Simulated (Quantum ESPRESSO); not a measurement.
Runs of Quantum ESPRESSO 7.5 on Au. The structure is cubic, space group Fm-3m (No. 225). Conventional cell: a = 4.070 Å, b = 4.070 Å, c = 4.070 Å, α = 90.00°, β = 90.00°, γ = 90.00°. Around Au (site symmetry m-3m) lie 12 Au at 2.88 Å. 

```tsv
task	level	potentials or basis	spin	cell	k mesh	cutoff (eV)	smearing	ASE optimiser	mixing beta	dos occupations	mixing mode	other keys	mesh quality	gap on the mesh (eV)	pressure (GPa)
relaxation of cell and atoms	PBE+D3(BJ)	PseudoDojo 0.4.1 SR PBE standard	collinear, ferromagnetic start	relaxed	6 × 6 × 6	1034	cold 0.136 eV	BFGS	0.3	-	-	-	coarse	none	0.0
band structure	PBE	SSSP 1.3 efficiency PBE	off	as given	11 × 11 × 11	816	fermi-dirac 0.05 eV	-	0.5	-	-	-	not flagged	none	(a)
projected density of states	PBE	PseudoDojo 0.4 FR PBE standard	SOC, no magnetisation	as given	11 × 11 × 11	1347	fermi-dirac 0.05 eV	-	0.5	tetrahedra_opt	TF	ecut_scale = 1.3; mixing_mode = TF	not flagged	none	9.4
band structure	PW91	PSlibrary FR PAW PBE	SOC, no magnetisation	as given	11 × 11 × 11	639	fermi-dirac 0.025 eV	-	0.5	-	-	-	not flagged	none	10.7
```

**Question.** Estimate the missing entries.

**Answer.** (a) 9.8.

Caveats: some runs use coarse meshes; pairwise dispersion overbinds metals, which lowers pressure and volume (some runs); spin-orbit coupling is left out, which moves the levels of the heavy elements (some runs); the potentials were made for another functional, which shifts forces and pressure (some runs).

A k mesh can miss the band edges, and rows without SOC leave out spin-orbit coupling on Au.

A gap of «none» marks a metal or a gap under the smearing width.

The runs don't all hold the same shells in valence.
